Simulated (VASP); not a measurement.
Be, 1 atom in the cell. The structure is cubic, space group Im-3m (No. 229). The conventional cell has a = 2.499 Å, b = 2.499 Å, c = 2.499 Å, α = 90.00°, β = 90.00°, γ = 90.00°. Be (site symmetry m-3m) has 8 Be at 2.16 Å as nearest neighbours. The cell was built by a generator and needn't be a form met in nature.

* Program: VASP 6.6.1
* Task: relaxation of cell and atoms
* Functional: PBE
* Potentials or basis: VASP PAW PBE potentials, release 64 (Be)
* Cutoff: 600 eV
* k mesh: 30 × 30 × 30
* Occupations: gaussian, width 0.1 eV
* Spin: no spin polarisation
* Dipole correction: no
* Further INCAR settings: ALGO = Normal; EDIFF = 1e-06; IBRION = 2; EDIFFG = -0.01; NSW = 100; ISIF = 3

Potentials or basis: VASP PAW PBE potentials, release 64 (Be).

The run is started by

```sh
$ cat potpaw_PBE.64/Be/POTCAR > POTCAR
$ mpirun -np 1 vasp_std > vasp.out
```

Hardware: 1 thread of AMD EPYC 7R13 Processor (Zen 3), with other jobs on the host.

Question: Estimate the wall time of this run.

Answer: It took 21 s on 1 thread of AMD EPYC 7R13 Processor (Zen 3), with other jobs on the host, peak memory 0.11 GiB. Counts: scf iterations 11, k points 752, ion steps 2.
